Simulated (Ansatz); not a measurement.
# Cobalt, bcc under PBEsol: ground state and equation of state, part 2 of 2

Aim: take cobalt in the bcc structure, relax it, solve it on a dense k-mesh, then scale the cell to 7 volumes from 88 to 112 % of the relaxed one and try a fit of the equation of state. Spin polarisation is left out, though the real metal is magnetic, so this state lies above the ground state. The k-meshes are 16×16×16 for the relaxation; 26×26×26 for the dense run; 26×26×26 for the volumes.

Ansatz 0.2.0; DFT, PBEsol, plane waves (420 eV) with PAW, scalar-relativistic.

**5. At 92 % of the relaxed volume**

This is Co in the bcc structure; at room conditions it is hcp.

Contents of input.yaml:

```yaml
crystal:
  lattice:
    - [-1.3258590084, 1.3258590084, 1.3258590084]
    - [1.3258590084, -1.3258590084, 1.3258590084]
    - [1.3258590084, 1.3258590084, -1.3258590084]
  atoms:
    - { symbol: Co, position: [0.0, 0.0, 0.0] }
hamiltonian:
  xc: pbesol
  pseudopotentials:
    kind: paw
    azcp:
      Co: "pseudopotentials/Co.paw.azcp"
basis:
  ecutwfc: 420
  fft_grid_basis: typed
kpoints:
  mp_grid: { grid: [26, 26, 26], shift: [0, 0, 0] }
magnetization:
  spin_polarized: false
scf:
  occupations: { method: fermi_dirac, width: 0.1 }
output:
  stress: true
  write_density: true
  write_potential: true
  elf: true
  volumetric_format: npy
```

The log of the run, shortened:

```text
Warning: <dir> the record states the generating functional pbe (its physics header spells it `PBE`), which answers neither for hamiltonian.xc's functional nor for the pbesol family's — results may be inconsistent (PPs are generated against a specific XC)
Warning: RAYON_NUM_THREADS=2 ignored (pool sized by the plan → 2); use --threads N
[...]
Pseudopotentials: kind: paw
Pseudopotential: Co, paw, valence charge 17, recommended cutoff 420 eV (normal), <dir>
Functional definition: PBEsol
[...]
Crystal: 1 atoms, lattice volume = 9.323 Å³
Basis set: ecut = 420 eV, 177 PW (Γ)
Bands: 13, of which v1, the nominal top of the filled ones, is band 9 counted from 1 (8 counted from 0)
Symmetry: 48 space group operations
Space group: Im-3m (ITA 229), of the structure as read, at distance tolerance 2.1e-5 Å
k-points: 511 of 17576
[...]
SCF iter   1: F=—  HF=-5092.574383 eV  |F-HF|=—  |Δ(HF+E_count)|=         —  Δρ=2.56e-2  dr2=2.94e-2  ethr=1.77e-3  ⟨swp⟩=5.0  Hψ=33242  notcnv=0
[...]
SCF iter   6: F=-5092.567656 eV  HF=-5092.567656 eV  |F-HF|=1.09e-11  |Δ(HF+E_count)|=   2.91e-9  Δρ=5.72e-7  dr2=1.84e-11  ethr=7.20e-11  ⟨swp⟩=5.1  Hψ=34485  notcnv=0
[...]
SCF converged after 6 iterations
Free energy (F): -5092.567656 eV
[...]
E sigma→0 (E₀):  -5092.519209 eV
Entropy (-TS):   -0.096893 eV (-96.893 meV/atom)
Fermi energy:    22.124645 eV
[...]
--- Stress (GPa, compression-positive) ---
       27.244811       0.000000      -0.000000
        0.000000      27.244811       0.000000
        0.000000       0.000000      27.244811
  P = ⅓ Tr σ = 27.2448 GPa (272.448 kbar)
--- Band table (eV; the first three rows and the last of 511) ---
  k-point 0: bands = ["-72.7446", "-35.8273", "-35.8273", "-35.8273", "12.2144", "19.9003", "19.9003", "19.9003", "21.7816", "21.7816", "49.0445", "49.0445", "49.0445"]
[...]
```

Run time: 3.5 s. Hardware: 2 threads of an Arm CPU, shared host; peak memory 0.35 GiB.

Axes a, b and c in the maps are those of this run's conventional cell (a, b, c = 2.652, 2.652, 2.652 Å).

Density in a lattice plane of the grid's cell (edges 2.65 and 2.65 Å, at 0.000 of the third edge), which holds Co.

Ten even steps from ' ' (0.31 e/Å³) to '@' (56.91 e/Å³):
```
##**++--..                              ..--++**
++==--::..                              ..::--==
::::....                                  ....::
....                                            
                                                
                                                
                                                
                                                
                                                
                                                
                                                
                                                
                                                
                                                
                                                
..                                            ..
::::....                                  ....::
++==--::..                              ..::--==
##**++--..                              ..--++**
@@%%**--::                              ::--**%%
```
Columns run along the first of these edges and rows up along the second, over one cell in 24 and 20 even steps from the bottom left corner. Atoms in the plane (fractional): Co at (0.00, 0.00).

ELF in the same plane.

Values, 12 rows by 12 columns:
```
0.95 0.89 0.61 0.29 0.18 0.24 0.32 0.24 0.18 0.29 0.61 0.88
0.72 0.61 0.38 0.21 0.18 0.27 0.33 0.27 0.18 0.21 0.38 0.61
0.34 0.29 0.21 0.18 0.23 0.30 0.34 0.30 0.23 0.18 0.21 0.29
0.19 0.18 0.18 0.23 0.29 0.33 0.33 0.33 0.29 0.23 0.18 0.18
0.22 0.24 0.27 0.30 0.33 0.32 0.32 0.32 0.33 0.30 0.27 0.24
0.31 0.32 0.33 0.34 0.33 0.32 0.31 0.32 0.33 0.34 0.33 0.32
0.22 0.24 0.27 0.30 0.33 0.32 0.32 0.32 0.33 0.30 0.27 0.24
0.19 0.18 0.18 0.23 0.29 0.33 0.33 0.33 0.29 0.23 0.18 0.18
0.34 0.29 0.21 0.18 0.23 0.30 0.34 0.30 0.23 0.18 0.21 0.29
0.72 0.61 0.38 0.21 0.18 0.27 0.33 0.27 0.18 0.21 0.38 0.61
0.95 0.88 0.61 0.29 0.18 0.24 0.32 0.24 0.18 0.29 0.61 0.89
0.98 0.95 0.72 0.34 0.19 0.22 0.31 0.22 0.19 0.34 0.72 0.95
```
Columns run along the first of these edges and rows up along the second, over one cell in 12 and 12 even steps from the bottom left corner. Atoms in the plane (fractional): Co at (0.00, 0.00).

Both are smooth fields of the valence electrons: close to the nuclei they are not physical.

**6. At 96 % of the relaxed volume**

Edit input.yaml of step 5 so:

```diff
@@ -2,5 +2,5 @@
   lattice:
-    - [-1.3258590084, 1.3258590084, 1.3258590084]
-    - [1.3258590084, -1.3258590084, 1.3258590084]
-    - [1.3258590084, 1.3258590084, -1.3258590084]
+    - [-1.3448024107, 1.3448024107, 1.3448024107]
+    - [1.3448024107, -1.3448024107, 1.3448024107]
+    - [1.3448024107, 1.3448024107, -1.3448024107]
   atoms:
```

The log of the run, shortened:

```text
Warning: <dir> the record states the generating functional pbe (its physics header spells it `PBE`), which answers neither for hamiltonian.xc's functional nor for the pbesol family's — results may be inconsistent (PPs are generated against a specific XC)
Warning: RAYON_NUM_THREADS=2 ignored (pool sized by the plan → 2); use --threads N
[...]
[... 3 set-up lines as earlier in the session ...]
[...]
Crystal: 1 atoms, lattice volume = 9.728 Å³
Basis set: ecut = 420 eV, 201 PW (Γ)
Bands: 13, of which v1, the nominal top of the filled ones, is band 9 counted from 1 (8 counted from 0)
[... 2 set-up lines as earlier in the session ...]
k-points: 511 of 17576
[...]
SCF iter   1: F=—  HF=-5092.622465 eV  |F-HF|=—  |Δ(HF+E_count)|=         —  Δρ=2.40e-2  dr2=2.72e-2  ethr=1.77e-3  ⟨swp⟩=5.0  Hψ=33270  notcnv=0
[...]
SCF iter   6: F=-5092.616635 eV  HF=-5092.616635 eV  |F-HF|=2.73e-12  |Δ(HF+E_count)|=   1.90e-9  Δρ=4.50e-7  dr2=1.23e-11  ethr=5.68e-11  ⟨swp⟩=5.1  Hψ=34011  notcnv=0
[...]
SCF converged after 6 iterations
Free energy (F): -5092.616635 eV
[...]
E sigma→0 (E₀):  -5092.565672 eV
Entropy (-TS):   -0.101927 eV (-101.927 meV/atom)
Fermi energy:    21.010780 eV
[...]
--- Stress (GPa, compression-positive) ---
       12.059389      -0.000000      -0.000000
       -0.000000      12.059389      -0.000000
       -0.000000       0.000000      12.059389
  P = ⅓ Tr σ = 12.0594 GPa (120.594 kbar)
--- Band table (eV; the first three rows and the last of 511) ---
  k-point 0: bands = ["-73.7757", "-36.9023", "-36.9023", "-36.9023", "11.3881", "18.9173", "18.9173", "18.9173", "20.6912", "20.6912", "47.5343", "47.5343", "47.5343"]
[...]
```

It took 3.7 s on 2 threads of an Arm CPU, shared host; peak memory 0.35 GiB.

**7. At 100 % of the relaxed volume**

Contents of input.yaml:

```yaml
crystal:
  lattice:
    - [-1.363226651, 1.363226651, 1.363226651]
    - [1.363226651, -1.363226651, 1.363226651]
    - [1.363226651, 1.363226651, -1.363226651]
  atoms:
    - { symbol: Co, position: [0.0, 0.0, 0.0] }
hamiltonian:
  xc: pbesol
  pseudopotentials:
    kind: paw
    azcp:
      Co: "pseudopotentials/Co.paw.azcp"
basis:
  ecutwfc: 420
  fft_grid_basis: typed
kpoints:
  mp_grid: { grid: [26, 26, 26], shift: [0, 0, 0] }
magnetization:
  spin_polarized: false
scf:
  occupations: { method: fermi_dirac, width: 0.1 }
output:
  stress: true
```

The log of the run, shortened:

```text
Warning: <dir> the record states the generating functional pbe (its physics header spells it `PBE`), which answers neither for hamiltonian.xc's functional nor for the pbesol family's — results may be inconsistent (PPs are generated against a specific XC)
Warning: RAYON_NUM_THREADS=2 ignored (pool sized by the plan → 2); use --threads N
[...]
[... 3 set-up lines as earlier in the session ...]
[...]
Crystal: 1 atoms, lattice volume = 10.134 Å³
Basis set: ecut = 420 eV, 201 PW (Γ)
Bands: 13, of which v1, the nominal top of the filled ones, is band 9 counted from 1 (8 counted from 0)
[... 2 set-up lines as earlier in the session ...]
k-points: 511 of 17576
[...]
SCF iter   1: F=—  HF=-5092.636682 eV  |F-HF|=—  |Δ(HF+E_count)|=         —  Δρ=2.32e-2  dr2=2.69e-2  ethr=1.77e-3  ⟨swp⟩=5.0  Hψ=33237  notcnv=0
[...]
SCF iter   6: F=-5092.631277 eV  HF=-5092.631277 eV  |F-HF|=0.00e0  |Δ(HF+E_count)|=   1.66e-9  Δρ=6.37e-7  dr2=1.43e-11  ethr=5.38e-11  ⟨swp⟩=2.3  Hψ=20808  notcnv=0
[...]
SCF converged after 6 iterations
Free energy (F): -5092.631277 eV
[...]
E sigma→0 (E₀):  -5092.577816 eV
Entropy (-TS):   -0.106923 eV (-106.923 meV/atom)
Fermi energy:    19.984776 eV
[...]
--- Stress (GPa, compression-positive) ---
       -0.016035      -0.000000      -0.000000
       -0.000000      -0.016035       0.000000
        0.000000       0.000000      -0.016035
  P = ⅓ Tr σ = -0.0160 GPa (-0.160 kbar)
```

It took 2.6 s on 2 threads of an Arm CPU, shared host; peak memory 0.34 GiB.

**8. At 104 % of the relaxed volume**

Edit input.yaml of step 7 so:

```diff
@@ -2,5 +2,5 @@
   lattice:
-    - [-1.363226651, 1.363226651, 1.363226651]
-    - [1.363226651, -1.363226651, 1.363226651]
-    - [1.363226651, 1.363226651, -1.363226651]
+    - [-1.381165901, 1.381165901, 1.381165901]
+    - [1.381165901, -1.381165901, 1.381165901]
+    - [1.381165901, 1.381165901, -1.381165901]
   atoms:
@@ -24 +24,5 @@
   stress: true
+  write_density: true
+  write_potential: true
+  elf: true
+  volumetric_format: npy
```

The log of the run, shortened:

```text
Warning: <dir> the record states the generating functional pbe (its physics header spells it `PBE`), which answers neither for hamiltonian.xc's functional nor for the pbesol family's — results may be inconsistent (PPs are generated against a specific XC)
Warning: RAYON_NUM_THREADS=2 ignored (pool sized by the plan → 2); use --threads N
[...]
[... 3 set-up lines as earlier in the session ...]
[...]
Crystal: 1 atoms, lattice volume = 10.539 Å³
Basis set: ecut = 420 eV, 201 PW (Γ)
Bands: 13, of which v1, the nominal top of the filled ones, is band 9 counted from 1 (8 counted from 0)
[... 2 set-up lines as earlier in the session ...]
k-points: 511 of 17576
[...]
SCF iter   1: F=—  HF=-5092.623905 eV  |F-HF|=—  |Δ(HF+E_count)|=         —  Δρ=2.29e-2  dr2=2.77e-2  ethr=1.77e-3  ⟨swp⟩=5.1  Hψ=33253  notcnv=0
[...]
SCF iter   6: F=-5092.618615 eV  HF=-5092.618615 eV  |F-HF|=0.00e0  |Δ(HF+E_count)|=  4.72e-10  Δρ=7.41e-7  dr2=1.79e-11  ethr=5.70e-11  ⟨swp⟩=5.0  Hψ=33888  notcnv=0
[...]
SCF converged after 6 iterations
Free energy (F): -5092.618615 eV
[...]
E sigma→0 (E₀):  -5092.562673 eV
Entropy (-TS):   -0.111883 eV (-111.883 meV/atom)
Fermi energy:    19.036883 eV
[...]
--- Stress (GPa, compression-positive) ---
       -9.614425       0.000000      -0.000000
        0.000000      -9.614425      -0.000000
       -0.000000      -0.000000      -9.614425
  P = ⅓ Tr σ = -9.6144 GPa (-96.144 kbar)
--- Band table (eV; the first three rows and the last of 511) ---
  k-point 0: bands = ["-75.6094", "-38.8041", "-38.8041", "-38.8041", "9.9465", "17.1689", "17.1689", "17.1689", "18.7562", "18.7562", "44.8113", "44.8113", "44.8113"]
[...]
```

Wall time 3.6 s (2 threads of an Arm CPU, shared host); peak memory 0.35 GiB.

**9. At 108 % of the relaxed volume**

Contents of input.yaml:

```yaml
crystal:
  lattice:
    - [-1.3986508698, 1.3986508698, 1.3986508698]
    - [1.3986508698, -1.3986508698, 1.3986508698]
    - [1.3986508698, 1.3986508698, -1.3986508698]
  atoms:
    - { symbol: Co, position: [0.0, 0.0, 0.0] }
hamiltonian:
  xc: pbesol
  pseudopotentials:
    kind: paw
    azcp:
      Co: "pseudopotentials/Co.paw.azcp"
basis:
  ecutwfc: 420
  fft_grid_basis: typed
kpoints:
  mp_grid: { grid: [26, 26, 26], shift: [0, 0, 0] }
magnetization:
  spin_polarized: false
scf:
  occupations: { method: fermi_dirac, width: 0.1 }
output:
  stress: true
```

The log of the run, shortened:

```text
Warning: <dir> the record states the generating functional pbe (its physics header spells it `PBE`), which answers neither for hamiltonian.xc's functional nor for the pbesol family's — results may be inconsistent (PPs are generated against a specific XC)
Warning: RAYON_NUM_THREADS=2 ignored (pool sized by the plan → 2); use --threads N
[...]
[... 3 set-up lines as earlier in the session ...]
[...]
Crystal: 1 atoms, lattice volume = 10.944 Å³
Basis set: ecut = 420 eV, 201 PW (Γ)
Bands: 13, of which v1, the nominal top of the filled ones, is band 9 counted from 1 (8 counted from 0)
[... 2 set-up lines as earlier in the session ...]
k-points: 511 of 17576
[...]
SCF iter   1: F=—  HF=-5092.589634 eV  |F-HF|=—  |Δ(HF+E_count)|=         —  Δρ=2.28e-2  dr2=2.92e-2  ethr=1.77e-3  ⟨swp⟩=5.1  Hψ=33094  notcnv=0
[...]
SCF iter   6: F=-5092.584278 eV  HF=-5092.584278 eV  |F-HF|=6.37e-12  |Δ(HF+E_count)|=  8.73e-10  Δρ=9.20e-7  dr2=2.22e-11  ethr=4.72e-11  ⟨swp⟩=2.0  Hψ=19926  notcnv=0
[...]
SCF converged after 6 iterations
Free energy (F): -5092.584278 eV
[...]
E sigma→0 (E₀):  -5092.525874 eV
Entropy (-TS):   -0.116807 eV (-116.807 meV/atom)
Fermi energy:    18.158755 eV
[...]
--- Stress (GPa, compression-positive) ---
      -17.232937       0.000000      -0.000000
       -0.000000     -17.232937       0.000000
        0.000000      -0.000000     -17.232937
  P = ⅓ Tr σ = -17.2329 GPa (-172.329 kbar)
```

Wall time 2.7 s (2 threads of an Arm CPU, shared host); peak memory 0.35 GiB.

**10. At 112 % of the relaxed volume**

Edit input.yaml of step 9 so:

```diff
@@ -2,5 +2,5 @@
   lattice:
-    - [-1.3986508698, 1.3986508698, 1.3986508698]
-    - [1.3986508698, -1.3986508698, 1.3986508698]
-    - [1.3986508698, 1.3986508698, -1.3986508698]
+    - [-1.415709269, 1.415709269, 1.415709269]
+    - [1.415709269, -1.415709269, 1.415709269]
+    - [1.415709269, 1.415709269, -1.415709269]
   atoms:
```

The log of the run, shortened:

```text
Warning: <dir> the record states the generating functional pbe (its physics header spells it `PBE`), which answers neither for hamiltonian.xc's functional nor for the pbesol family's — results may be inconsistent (PPs are generated against a specific XC)
Warning: RAYON_NUM_THREADS=2 ignored (pool sized by the plan → 2); use --threads N
[...]
[... 3 set-up lines as earlier in the session ...]
[...]
Crystal: 1 atoms, lattice volume = 11.350 Å³
Basis set: ecut = 420 eV, 225 PW (Γ)
Bands: 13, of which v1, the nominal top of the filled ones, is band 9 counted from 1 (8 counted from 0)
[... 2 set-up lines as earlier in the session ...]
k-points: 511 of 17576
[...]
SCF iter   1: F=—  HF=-5092.538284 eV  |F-HF|=—  |Δ(HF+E_count)|=         —  Δρ=2.29e-2  dr2=3.10e-2  ethr=1.77e-3  ⟨swp⟩=5.1  Hψ=33137  notcnv=0
[...]
SCF iter   6: F=-5092.532746 eV  HF=-5092.532746 eV  |F-HF|=7.28e-12  |Δ(HF+E_count)|=   4.07e-9  Δρ=8.69e-7  dr2=1.96e-11  ethr=3.61e-11  ⟨swp⟩=1.9  Hψ=20330  notcnv=0
[...]
SCF converged after 6 iterations
Free energy (F): -5092.532746 eV
[...]
E sigma→0 (E₀):  -5092.471898 eV
Entropy (-TS):   -0.121695 eV (-121.695 meV/atom)
Fermi energy:    17.343120 eV
[...]
--- Stress (GPa, compression-positive) ---
      -23.256465      -0.000000      -0.000000
       -0.000000     -23.256465      -0.000000
        0.000000      -0.000000     -23.256465
  P = ⅓ Tr σ = -23.2565 GPa (-232.565 kbar)
```

Wall time 2.9 s (2 threads of an Arm CPU, shared host); peak memory 0.35 GiB.

**11. Energy and pressure against volume**

The cell was scaled evenly, with its shape and the fractional positions fixed.

```
V (Å³/atom)  E − E₀ (meV/atom)  P from the stress (GPa)  P from the fit (GPa)
      8.918              148.3                    46.36                 45.40
      9.323               58.7                    27.24                 26.23
      9.728               12.2                    12.06                 11.05
     10.134                0.1                    -0.02                 -1.00
     10.539               15.2                    -9.61                -10.58
     10.944               52.0                   -17.23                -18.20
     11.350              106.0                   -23.26                -24.26
```

A third-order Birch-Murnaghan fit gives V₀ = 10.096 Å³/atom, B₀ = 273 GPa and B₀′ = 4.7; it misses no point by more than 0.03 meV/atom.

The fit is made to E(σ → 0), while the stress belongs to the free energy F; that is one source of the offset between the two pressures.

**12. What came out**

The summary covers parts 1 to 2.

| quantity | value |
| --- | --- |
| space group (spins left aside) | Im-3m (No. 229) |
| conventional cell | a = 2.726 Å |
| volume | 10.134 Å³/atom |
| shortest distance | 2.361 Å |
| gap on the mesh | none (levels filled in part) |
| relative to hcp, ferromagnetic | +415 meV/atom |
| V₀, B₀, B₀′ | 10.096 Å³/atom, 273 GPa, 4.7 |

In words: From the guessed start the volume shrank by 8.5 % in 8 steps. It lies 415 meV/atom above the element's reference form at the same level (hcp, ferromagnetic, from a run of its own); part of this is magnetic energy, as this run has no moments. No gap shows: it is a metal or semimetal at this level. The fitted modulus is 273 GPa. Relaxation kept the symmetry; phonons were not checked.
